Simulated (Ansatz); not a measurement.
Runs of Ansatz 0.2.0 on AgO. It takes space group F-43m (No. 216, cubic). Conventional cell: a = 4.816 Å, b = 4.816 Å, c = 4.816 Å, α = 90.00°, β = 90.00°, γ = 90.00°. Ag (site symmetry -43m) is surrounded by 4 O at 2.09 Å. O (site symmetry -43m) is surrounded by 4 Ag at 2.09 Å. 

| task | level | spin | U | cell | hubbard projectors | double counting | points for each segment of the path | gap on the mesh (eV) | pressure (GPa) | relaxed volume (Å³/atom) |
| --- | --- | --- | --- | --- | --- | --- | --- | --- | --- | --- |
| relaxation of cell and atoms | r2SCAN+U | off | Ag d U = 8 eV | relaxed | ortho-atomic (the default) | fll (the default) | - | none | 0.0 | 16.67 |
| band structure | r2SCAN | SOC, no magnetisation | - | as given | - | - | 14 | none | (b) | - |
| relaxation of cell and atoms | r2SCAN+U | off | Ag d U = 4 eV | relaxed | ortho-atomic (the default) | fll (the default) | - | none | 0.0 | 15.97 |
| band structure | r2SCAN | off | - | as given | - | - | 14 | none | 14.2 | - |
| relaxation of cell and atoms | r2SCAN+U | off | Ag d U = 6 eV | relaxed | ortho-atomic (the default) | fll (the default) | - | none | 0.0 | 16.30 |
| relaxation of cell and atoms | r2SCAN+U | off | Ag d U = 5 eV | relaxed | ortho-atomic (the default) | fll (the default) | - | none | 0.0 | (a) |
| relaxation of cell and atoms | r2SCAN+U | off | Ag d U = 2 eV | relaxed | ortho-atomic (the default) | fll (the default) | - | none | 0.0 | 15.70 |
| relaxation of cell and atoms | r2SCAN+U | off | Ag d U = 1 eV | relaxed | ortho-atomic (the default) | fll (the default) | - | none | 0.0 | 15.59 |

Alike in all rows: potentials or basis Ansatz PAW; k mesh 10 × 10 × 10; cutoff (eV) 500; smearing fermi-dirac 0.05 eV.

Question: Estimate the missing entries.

Answer: (a) 16.13; (b) 14.1.

Caveats: the PAW data sets come from PBE, with cores solved anew for the run's functional, which leaves a small shift of forces and pressure; an odd number of electrons without spin polarisation forces a metal (some runs); a magnetic or distorted state may lie lower (some runs); the plane-wave basis is chosen anew once the cell has moved, so the energies of steps on either side of that aren't comparable (some runs); U without spin polarisation on a metal has little footing (some runs); the volume moved by over 15 % at a fixed basis, so the end points are rough (some runs).

A k mesh can miss the band edges, and rows without SOC leave out spin-orbit coupling on Ag.

A gap of «none» marks a metal or a gap under the smearing width.
